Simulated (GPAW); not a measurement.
Runs of GPAW 26.7.0 on TiAl3. The structure is cubic, space group Pm-3m (No. 221). Conventional cell: a = 3.956 Å, b = 3.956 Å, c = 3.956 Å, α = 90.00°, β = 90.00°, γ = 90.00°. Ti (site symmetry m-3m) is surrounded by 12 Al at 2.80 Å. Al (site symmetry 4/mmm) has 4 Ti at 2.80 Å and 8 Al at 2.80 Å as nearest neighbours. The cell comes from a database or a generator and needn't be the stable form of this composition.

```tsv
level	gap on the mesh (eV)	pressure (GPa)	relaxed volume (Å³/atom)
PBEsol	none	0.0	15.41
PBEsol+D3(BJ)	none	0.2	(a)
PBEsol+D3	none	0.1	15.01
PBEsol+D4	none	0.1	15.14
PBEsol+D3(BJ)+ATM	none	0.2	(b)
```

Alike in all rows: task relaxation of cell and atoms; potentials or basis PAW data sets generated in the run's folder for this functional, pw; no spin polarisation; cell relaxed; k mesh 7 × 7 × 7; cutoff (eV) 600; smearing fermi-dirac 0.05 eV.

Task: Estimate the missing entries.

Result: (a) 14.80; (b) 14.89.

Caveats: later steps reuse the first step's grids; pairwise dispersion overbinds metals, which lowers pressure and volume (some runs).

A gap of «none» marks a metal or a gap under the smearing width.
